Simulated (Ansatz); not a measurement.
Band gaps on a Γ-centred 6×6×6 mesh, computed with HSE06 in Ansatz (plane waves, PAW datasets (generated hard set); cutoff 700 eV), no spin polarisation, no spin–orbit coupling; exchange singularity: regularized.

Problem. Which crystal has a gap of 2.77 eV, direct?
A. CuCl (zinc blende, a = 5.420 Å)
B. TePb (rock salt, a = 6.570 Å)
C. ZnS (zinc blende, a = 5.450 Å)
D. CeO2 (fluorite, a = 5.460 Å)
E. InP (zinc blende, a = 5.960 Å)
F. GaN (zinc blende, a = 4.550 Å)

Solution. F. GaN 2.77 eV, direct; CeO2 3.70 eV, indirect; ZnS 3.22 eV, direct; CuCl 2.37 eV, direct; InP 1.19 eV, direct; TePb 1.24 eV, direct.

Model structures, not the usual forms at ambient conditions (metastable or hypothetical): GaN (zinc blende type). A gap read on the mesh is an upper bound of this method's gap, since the mesh can miss a band edge. Spin–orbit coupling is left out; with heavy elements it can shift the gap and split levels by tenths of an eV. Potentials made with PBE were used with another functional.
